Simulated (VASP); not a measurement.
## MoP: relaxation of cell and atoms with PBEsol

MoP:

```
CELL_PARAMETERS angstrom
3.22300 0.00000 0.00000
-1.61150 2.79120 0.00000
0.00000 0.00000 3.19100
ATOMIC_POSITIONS crystal
Mo 0.00000 0.00000 0.00000
P 0.33333 0.66667 0.50000
```

```yaml
Program: VASP 6.6.1
Task: relaxation of cell and atoms
Functional: PBEsol
Potentials_or_basis: VASP PAW PBE potentials, release 64 (Mo_sv, P)
Cutoff: 600 eV
k_mesh: 15 × 15 × 11
Occupations: methfessel-paxton, width 0.1 eV
Spin: no spin polarisation
Further_INCAR_settings: ALGO = Normal; EDIFF = 1e-06; IBRION = 2; EDIFFG = -0.01; NSW = 90; ISIF = 3
```

The relaxed volume is 14.15 Å³/atom and the relaxed cell is a = 3.209 Å, b = 3.209 Å, c = 3.172 Å, α = 90.00°, β = 90.00°, γ = 120.00°. The space group after relaxing (to 0.05 Å) is P-6m2 (No. 187). The energy gained by relaxing is 2.3 meV/atom and the ionic steps are 3. The pressure after relaxing is 0.0 GPa and the band gap on the k mesh is none (metal or under the smearing width).

Stress tensor (GPa, compression positive):
```
-0.08  0.00  0.00
 0.00 -0.08  0.00
 0.00  0.00  0.04
```

The path:
```tsv
step	energy change (eV)	largest force (eV/Å)	pressure (GPa)	volume (Å³)
1	0.0000	0.0000	-3.45	28.71
2	0.0171	0.0000	8.10	27.44
3	-0.0046	0.0000	-0.04	28.30
```

Final structure:
```xyz
2
Lattice="3.2094 0.0000 0.0000 -1.6047 2.7795 0.0000 0.0000 0.0000 3.1725" Properties=species:S:1:pos:R:3 pbc="T T T"
Mo    0.0000    0.0000    0.0000
P     0.0000    1.8530    1.5862
```

Levels at points of the mesh, in eV from the Fermi level:
```tsv
k point	band 7	band 8	band 9	band 10	band 11	band 12	band 13
(0.00, 0.00, 0.00)	-3.40	-3.40	-0.69	0.27	0.27	4.19	4.19
```

Run time: 83 s on 2 MPI ranks on Intel(R) Xeon(R) Platinum 8488C (Sapphire Rapids) (shared host), peak memory 0.22 GiB a rank.

Caveat: the PAW data sets were made with another functional, which shifts forces and pressure a little.
